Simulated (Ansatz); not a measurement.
# RbBr: the cost of one run

Method: DFT r2SCAN, scalar-relativistic, plane waves, PAW, in Ansatz 0.2.0.

**1. The structure to begin with**

It takes space group Fm-3m (No. 225, cubic). The conventional cell has a = 6.855 Å, b = 6.855 Å, c = 6.855 Å, α = 90.00°, β = 90.00°, γ = 90.00°. Rb (site symmetry m-3m) is surrounded by 6 Br at 3.43 Å. Br (site symmetry m-3m) has 6 Rb at 3.43 Å as nearest neighbours.

As a file:

```cif
data_structure
_symmetry_space_group_name_H-M 'Fm-3m'
_symmetry_Int_Tables_number 225
_cell_length_a 6.8550
_cell_length_b 6.8550
_cell_length_c 6.8550
_cell_angle_alpha 90.000
_cell_angle_beta 90.000
_cell_angle_gamma 90.000
_cell_volume 322.12
loop_
_atom_site_label
_atom_site_type_symbol
_atom_site_symmetry_multiplicity
_atom_site_Wyckoff_symbol
_atom_site_fract_x
_atom_site_fract_y
_atom_site_fract_z
_atom_site_occupancy
Rb1 Rb 4 a 0.00000 0.00000 0.00000 1
Br1 Br 4 b 0.50000 0.00000 0.00000 1
```

No relaxation comes first: the listed cell is the starting point.

**2. Zero of energy**

Reference values: F = -6074.8294 eV; pressure 0.47 GPa; largest force 0.000 eV/Å; gap on the mesh 4.97 eV. It was computed beforehand with the settings of the runs below.

**3. The scan: a two-dimensional strain map**

The cell is strained by p along both x and y and by q along z, with fractional coordinates fixed.

**4. At p = -0.030, q = -0.030**

Contents of input.yaml:

```yaml
crystal:
  lattice:
    - [0.0, 3.324675, 3.324675]
    - [3.324675, 0.0, 3.324675]
    - [3.324675, 3.324675, 0.0]
  atoms:
    - { symbol: Rb, position: [0.0, 0.0, 0.0] }
    - { symbol: Br, position: [0.5, 0.5, 0.5] }
basis:
  ecutwfc: 500
kpoints:
  mp_grid: { grid: [6, 6, 6] }
hamiltonian:
  xc: r2scan
scf:
  occupations: { method: gaussian, width: 0.05 }
output:
  forces: true
  stress: true
  eigenvalues: true
```

Run with:

```console
$ ansatz run input.yaml --threads 1 --pin off --max-ram 1228MiB --backend cpu --events-out ev --progress --plain --runs-dir out
```

Q: Estimate wall time and peak memory on 1 thread of an x86-64 CPU, shared host.

About 5.5 s, with a peak of 0.55 GiB.
